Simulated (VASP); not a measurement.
Write the native input for VASP 6.6.1 that does the following.

* Task: single point
* Functional: PBE
* Potentials or basis: VASP PAW PBE potentials, release 64 (Na_pv, H)
* Cutoff: 520 eV
* k mesh: 8 × 8 × 8
* Occupations: fermi-dirac, width 0.02 eV
* Spin: no spin polarisation
* Dipole correction: no
* Further INCAR settings: ALGO = Normal; EDIFF = 1e-07; NBANDS = 11

The structure of NaH lies in POSCAR:

```
NaH
1.0
    2.9323912064     -0.0074775976      0.0000000000
   -0.0074775976      2.9323912064      0.0000000000
    0.0000000000      0.0000000000      2.9323912064
Na H
1 1
Direct
    0.0000000000      0.0000000000      0.0000000000
    0.5000000000      0.5000000000      0.5000000000
```

The cell was built by a generator and needn't be a form met in nature.

The cell isn't the ideal one: shear_xy strain -0.5%.

The input as run:

INCAR

```
SYSTEM = NaH
ALGO = Normal
EDIFF = 1E-7
ENCUT = 520
GGA = PE
ISIF = 2
ISMEAR = -1
LASPH = .True.
LCHARG = .False.
LREAL = .False.
LWAVE = .False.
NBANDS = 11
NELM = 100
PREC = Accurate
SIGMA = 0.02
```

KPOINTS

```
k-points
0
Gamma
  8 8 8
  0 0 0
```

Potentials or basis: VASP PAW PBE potentials, release 64 (Na_pv, H).

The run is started by

```sh
$ cat potpaw_PBE.64/Na_pv/POTCAR potpaw_PBE.64/H/POTCAR > POTCAR
$ mpirun -np 1 vasp_std > vasp.out
```

It gave:

```yaml
Pressure: 0.8 GPa
Band_gap_on_the_k_mesh: 1.03 eV, indirect (least direct gap 4.50 eV)
```

Run time: 16 s on 1 thread of Intel(R) Xeon(R) Platinum 8375C CPU @ 2.90GHz (Ice Lake), with other jobs on the host, peak memory 0.14 GiB.
